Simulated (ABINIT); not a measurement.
Crystal: TiB2.

```xyz
3
Lattice="3.0292 0.0000 0.0000 -1.5146 2.6234 0.0000 0.0000 0.0000 3.2284" Properties=species:S:1:pos:R:3 pbc="T T T"
Ti    0.0000    0.0000    0.0000
B     1.5146    0.8745    1.6142
B     0.0000    1.7489    1.6142
```

Base run:

- Program: ABINIT 10.8.3 (patched build)
- Functional: LDA
- Potentials or basis: PseudoDojo NC SR LDA v0.4.1 standard
- Cutoff: 1143 eV
- k mesh: 10 × 10 × 8
- Occupations: fermi-dirac, width 0.05 eV
- Spin: no spin polarisation

Its results: band gap on the k mesh none (metal or under the smearing width); pressure -11.1 GPa.

After a change of settings the same cell gave: band gap on the k mesh none (metal or under the smearing width); pressure -10.7 GPa. Which change was it?
A. functional from LDA to revPBE; potentials or basis from PseudoDojo NC SR LDA v0.4.1 standard to JTH PAW PBE v2.0; cutoff from 1143 eV to 408 eV
B. functional from LDA to PBEsol; potentials or basis from PseudoDojo NC SR LDA v0.4.1 standard to PseudoDojo NC SR PBEsol v0.4.1 standard
C. potentials or basis from PseudoDojo NC SR LDA v0.4.1 standard to JTH PAW LDA v2.0; cutoff from 1143 eV to 408 eV
D. functional from LDA to HCTH407; potentials or basis from PseudoDojo NC SR LDA v0.4.1 standard to JTH PAW PBE v2.0; cutoff from 1143 eV to 408 eV

C.

Caveats: the atomic spheres overlap (some runs).

Runs at the PBE level aren't shown here.
